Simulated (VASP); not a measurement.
Input of a VASP 6.6.1 run:

The input INCAR:

```
SYSTEM = GaN
ALGO     = Normal         ! electronic algorithm
EDIFF    = 1E-7           ! SCF threshold, eV
EDIFFG   = -0.01          ! ionic threshold
ENCUT    = 600            ! plane-wave cutoff, eV
IBRION   = 2              ! ionic algorithm
ISIF     = 3              ! what is computed and relaxed
ISMEAR   = -1             ! smearing method
LASPH    = .True.         ! aspherical terms in the spheres
LCHARG   = .False.        ! write CHGCAR
LMIXTAU  = .True.       
LREAL    = .False.        ! projectors in reciprocal space
LWAVE    = .False.        ! write WAVECAR
METAGGA  = R2SCAN         ! meta-GGA
NELM     = 60             ! most SCF steps
NSW      = 40             ! ionic steps
PREC     = Accurate       ! precision mode
SIGMA    = 0.05           ! smearing width, eV
```

KPOINTS

```
k-points
0
Gamma
  10 10 5
  0 0 0
```

File POSCAR:

```
GaN
1.0
    3.1800000000      0.0000000000      0.0000000000
   -1.5900000000      2.7539607840      0.0000000000
    0.0000000000      0.0000000000      5.1660000000
Ga N
2 2
Direct
    0.6666666667      0.3333333333      0.5000000000
    0.3333333333      0.6666666667      0.0000000000
    0.6666666667      0.3333333333      0.8750000000
    0.3333333333      0.6666666667      0.3750000000
```

Potentials or basis: VASP PAW PBE potentials, release 64 (Ga_d, N).

The run is started by

```bash
$ cat potpaw_PBE.64/Ga_d/POTCAR potpaw_PBE.64/N/POTCAR > POTCAR
$ mpirun -np 1 vasp_std > vasp.out
```

Q: What does it give for the space group after relaxing (to 0.05 Å)?

A: P6_3mc (No. 186).

Q: What does it give for the relaxed volume?

A: 11.44 Å³/atom.

Q: Predict the band gap on the k mesh.

A: 2.30 eV, direct.

Stress tensor (GPa, compression positive):
```
 0.04  0.00  0.00
 0.00  0.04  0.00
 0.00  0.00 -0.09
```

Caveat: the PAW data sets were made with another functional, which shifts forces and pressure a little. Zero-point motion and thermal expansion aren't in these numbers.
